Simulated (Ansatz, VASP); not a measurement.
## One calculation of AlNi3, two programs

```
Al Ni
1.0
     0.00000    2.79841    2.79841
     2.79841    0.00000    2.79841
     2.79841    2.79841    0.00000
Al Ni
1 3
Cartesian
  2.7984 2.7984 2.7984
  1.3992 1.3992 1.3992
  0.0000 0.0000 0.0000
  4.1976 4.1976 4.1976
```

Alike in both runs: functional PBEsol; k mesh 14 × 14 × 14; occupations gaussian, width 0.1 eV; no spin polarisation.

Ansatz relaxed the structure, and its values are those at the end. VASP's run is a single point on that final structure, the one shown.

|  | VASP | Ansatz |
| --- | --- | --- |
| version | VASP 6.6.1 | Ansatz 0.2.0 |
| potentials or method | VASP PAW PBE potentials, release 64 (Al, Ni) | scalar-relativistic, plane waves, PAW |
| plane-wave cutoff (eV) | 520 | 420 |
| valence electrons in the cell | 33 | 57 |

Ansatz gave:

```
gap on the k mesh at the Fermi level (eV) : none
pressure (GPa)                            : 0.0
```

Problem. What did VASP give for the same quantities?

Solution. gap on the k mesh at the Fermi level (eV): none; pressure (GPa): 0.1.

A gap of «none» marks a metal or a gap that the smearing closes. With one functional, cell and mesh, what is left measures potentials, basis and numerics. The two sets of potentials don't hold the same shells in valence.

Caveats: the PAW data sets were made with another functional, which shifts forces and pressure a little (VASP). Spin polarisation is off, so any magnetic state and its effect on volume and gap are missing.
